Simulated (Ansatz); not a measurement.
## Calculated S-33 NMR of the central transition for WS2 at a changed volume

Cell: a structure deposited in the COD, relaxed with PBE at fixed cell and then changed (volume scaled by 0.94, ions relaxed).

```
W S
1.0
     1.54677    0.89303    6.03752
    -1.54677    0.89303    6.03752
     0.00000   -1.78605    6.03752
W S
1 2
Direct
  0.00065 0.00065 0.00065
  0.24604 0.24604 0.24604
  0.42201 0.42201 0.42201
```

Atoms are numbered from 1 in the order listed; like atoms form one site, named after its first atom.

The numbers come from a DFT calculation in Ansatz (PBE, plane waves and PAW, scalar-relativistic, collinear spin, 420 eV cutoff, Γ-centred 16×16×16 k-points, Fermi–Dirac smearing 0.02 eV). Start moments as typed (μB): 2 on each W, none on the rest.

S-33 has I = 3/2 and Q = -69.40 mb (Pyykkö 2018); at 9.4 T its Larmor frequency is ν₀ = 30.8 MHz. Only the quadrupole interaction is simulated: positions count from each site's isotropic chemical shift, and shift anisotropy, dipolar and J coupling are left out.

(1) Give C_Q, η, the quadrupolar product P_Q = |C_Q|(1 + η²/3)^½, the second-order isotropic shift and the breadth of the pattern (static powder) for each S site.

Answers

(1) 

| site | first shell | C_Q (MHz) | η | P_Q (MHz) | δ_QIS (ppm) | breadth (kHz) |
| --- | --- | --- | --- | --- | --- | --- |
| S2 | 3 W at 2.39 Å; also 7 S at 3.09–3.19 Å | 6.39 | 0.00 | 6.39 | -1078 | 173 |
| S3 | 3 W at 2.39 Å; also 7 S at 3.09–3.19 Å | 5.90 | 0.00 | 5.90 | -921 | 148 |

δ_QIS = −(ν_Q²/30ν₀²)[I(I+1) − 3/4](1 + η²/3) × 10⁶ ppm with ν_Q = 3|C_Q|/[2I(2I−1)]; it falls as 1/B₀² in ppm, and the breadth as 1/B₀ in kHz.

An axis of threefold or higher order runs through S2 and S3, so V_zz lies along it and η is zero.

Without spin–orbit coupling the gradients at and beside W can be off by some per cent, at some sites by more. At this changed cell the PBE pressure is 9 GPa. The start moments die out, and the run ends without spin.

The relaxation (4 steps) took 5.4 min of wall time (5.3 min of CPU time) and 1.2 GiB at its peak, on 1 thread of Intel Xeon Platinum 8259CL CPU @ 2.50GHz (Skylake/Cascade Lake) (x86_64; 16 cores open to the job, memory cap 3.0 GiB, no GPU), a shared host with a load of 0.7 a core.
